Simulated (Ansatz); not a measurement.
## BaTe, one cell by several methods

```yaml
crystal:
  lattice:
    - [0.00000, 3.34180, 3.41000]
    - [3.34180, 0.00000, 3.41000]
    - [3.34180, 3.34180, 0.00000]
  atoms:
    - { symbol: Ba, position: [0.00000, 0.00000, 0.00000] }
    - { symbol: Te, position: [0.50000, 0.50000, 0.50000] }
```

Atoms are numbered in the order listed.

The cell is COD entry 1010423, as deposited and not checked against the literature; nothing was relaxed. It is an old determination, and later ones may differ. The listed cell was then made from it by scaling, straining or moving an atom.

No spin–orbit coupling, which matters for the heavy atoms here.

Levels of theory: DFT, PBEsol, PAW with Ansatz's default frozen-core files, scalar-relativistic (Ansatz 0.2.0); DFT, PBEsol, all-electron PAW with datasets made for the crystal, scalar-relativistic (Ansatz 0.2.0); DFT, PBEsol, all-electron LAPW, scalar-relativistic (Ansatz 0.2.0).

For PAW: a Γ-centred 10×10×10 k mesh, Fermi–Dirac smearing of 0.05 eV, cutoff 420 eV, no spin polarisation; the PAW files were made with PBE, and the program remakes their frozen cores for this functional. The crystal-made all-electron datasets (AE datasets) take a cutoff of 260 eV at this cell. LAPW targets a basis error of 0.25 meV/atom. The Ansatz runs share mesh, smearing and spin set-up. Plane-wave (PAW) pressures include the program's estimate of the Pulay term.

Stress and pressure are positive in compression.

The change that made this cell: equal xx and yy strain of -2 %.

Spin–orbit coupling is left out, which moves gradients at and beside heavy atoms by some per cent and at worst by a factor of two.

```
                             quantity    PAW  AE datasets   LAPW
                       pressure (GPa)   3.73         3.73   3.73
                      stress xx (GPa)   4.43         4.43   4.43
                      stress zz (GPa)   2.33         2.33   2.33
                        band gap (eV)  1.209        1.209  1.208
field gradient Vzz at Ba1 (10²¹ V/m²)   2.40         2.42      –
field gradient Vzz at Te2 (10²¹ V/m²)   2.60         2.59      –
```

PAW's pressure differs from the LAPW value by about 0.01 GPa or less.
